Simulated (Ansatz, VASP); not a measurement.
## B: VASP beside Ansatz

```xyz
1
Lattice="0.0000 1.2087 1.2087 1.2087 0.0000 1.2087 1.2087 1.2087 0.0000" Properties=species:S:1:pos:R:3 pbc="T T T"
B     0.0000    0.0000    0.0000
```

Change from the starting cell: volume scaled by 0.6, PAW files.

Alike in both runs: task single point; functional PBE; k mesh 24 × 24 × 24; occupations fermi-dirac, width 0.05 eV; no spin polarisation.

|  | VASP | Ansatz |
| --- | --- | --- |
| version | VASP 6.6.1 | Ansatz 0.2.0 |
| potentials or method | VASP PAW PBE potentials, release 64 (B) | PAW with Ansatz's default frozen-core files, scalar-relativistic |
| plane-wave cutoff (eV) | 520 | 420 |
| valence electrons in the cell | 3 | 3 |

```tsv
	VASP	Ansatz	Ansatz less VASP
pressure (GPa)	347.0	346.4	-0.58
```

Caveats: the cell as given lies far from equilibrium; so large a pressure means that the cell lies far from this level's equilibrium, or that cutoff or potentials fall short (VASP).
